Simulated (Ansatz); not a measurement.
The system is Sc.

```
Sc
1.0
     3.30900    0.00000    0.00000
    -1.65450    2.86568    0.00000
     0.00000    0.00000    5.27330
Sc
2
Direct
  0.66667 0.33333 0.75000
  0.33333 0.66667 0.25000
```

```yaml
Program: Ansatz 0.2.0
Task: relaxation of cell and atoms
Functional: LDA
Potentials_or_basis: Ansatz PAW
Cutoff: "420 eV (not typed: the program's choice for these potentials)"
k_mesh: 9 × 9 × 5
Occupations: fermi-dirac, width 0.05 eV
Spin: no spin polarisation
```

At the start: volume 25.00 Å³/atom.

**Question.** How do energy, volume and symmetry change on relaxing?

**Answer.** It ends after 5 steps and the volume is 22.55 Å³/atom (-9.8 %); space group P6_3/mmc (No. 194, to 0.05 Å).

Step by step:
```csv
step,energy change (eV),largest force (eV/Å),volume (Å³)
1,0.0000,0.0000,50.00
2,-0.0905,0.0000,44.53
3,-0.0930,0.0000,45.14
4,-0.0931,0.0000,45.11
5,-0.0928,0.0000,45.11
```

Final structure:
```
Sc
1.0
     3.22868    0.00000    0.00000
    -1.61434    2.79612    0.00000
     0.00000    0.00000    4.99634
Sc
2
Cartesian
  1.6143 0.9320 3.7473
  0.0000 1.8641 1.2491
```

Caveat: the plane-wave basis is chosen anew once the cell has moved, so the energies of steps on either side of that aren't comparable; the PAW data sets come from PBE, with cores solved anew for the run's functional, which leaves a small shift of forces and pressure.
